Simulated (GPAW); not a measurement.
Si vacancy in ScSi2 has these Si sites:
A. atom 13: 2 Si at 2.39 Å (bent, 100°), then 4 Sc at 2.79 Å and 2 Si at 2.84 Å
B. atom 11: 3 Si at 2.11 Å (trigonal planar), then 6 Sc at 2.81 Å and 6 Si at 3.66 Å

Their Si K edges were computed (GPAW, PBE, excited-electron core hole (neutral cell), 17-atom cell with 6.3 Å between holes, 5×5×4 k points, dipole transitions, Gaussian full width 0.9 eV up to 4 eV, rising linearly to 3.5 eV at 25 eV) and are given in random order.

On one photon-energy scale, from the lowest onset; each scaled to a mean of 1 over its first 20 eV.

```csv
E (eV),spectrum 1,spectrum 2
-2.0,0.00,0.00
-1.4,0.00,0.00
-0.8,0.02,0.02
-0.2,0.33,0.28
0.4,1.00,0.69
1.0,1.19,0.69
1.6,1.16,0.87
2.2,1.12,0.94
2.8,1.28,0.96
3.4,1.32,1.04
4.0,1.34,1.33
4.6,1.36,1.53
5.2,1.49,1.36
5.8,1.67,1.32
6.4,1.53,1.19
7.0,1.31,1.10
7.6,1.09,1.12
8.2,0.91,0.99
8.8,0.84,0.86
9.4,0.87,0.84
10.0,0.92,0.87
10.6,0.95,0.94
11.2,0.93,1.04
11.8,0.90,1.12
12.4,0.88,1.13
13.0,0.85,1.10
13.6,0.82,1.10
14.2,0.78,1.12
14.8,0.76,1.10
15.4,0.76,1.02
16.0,0.77,0.93
16.6,0.76,0.86
17.2,0.73,0.82
17.8,0.71,0.80
18.4,0.69,0.78
19.0,0.69,0.77
19.6,0.69,0.76
20.2,0.70,0.76
20.8,0.74,0.76
21.4,0.79,0.76
22.0,0.85,0.76
22.6,0.90,0.76
23.2,0.92,0.77
23.8,0.93,0.80
24.4,0.93,0.86
25.0,0.92,0.96
```

Q: Which spectrum belongs to which site?

Spectrum 1 is A (onset at +0.06 eV, maxima 1.0 eV (1.19), 5.8 eV (1.67) and 10.7 eV (0.95) above its own zero). Spectrum 2 is B (onset at +0.00 eV, maxima 4.6 eV (1.53), 7.5 eV (1.13) and 12.1 eV (1.14) above its own zero).

[Banner, clock and machine lines of the logs are left out without a mark of their own.]

[Logs are printed without paths, hosts, clocks, repeated set-up lines and the standing remarks that a program may print on its own settings, such as how far it seeks lower states.]

[Hosts, paths, dates, database ids (printed as entryN), source tags and the programs' standing remarks are cut or masked in the printed files.]

[Lists of maxima count a maximum above −3 eV only where it reaches 4 % of the highest in the window and stands out from its surroundings by 2 % of it (1.5 % where it reaches 55 %); shoulders and weaker maxima are passed over, and of the rest the first, up to two pre-edge ones and the few strongest are named.]
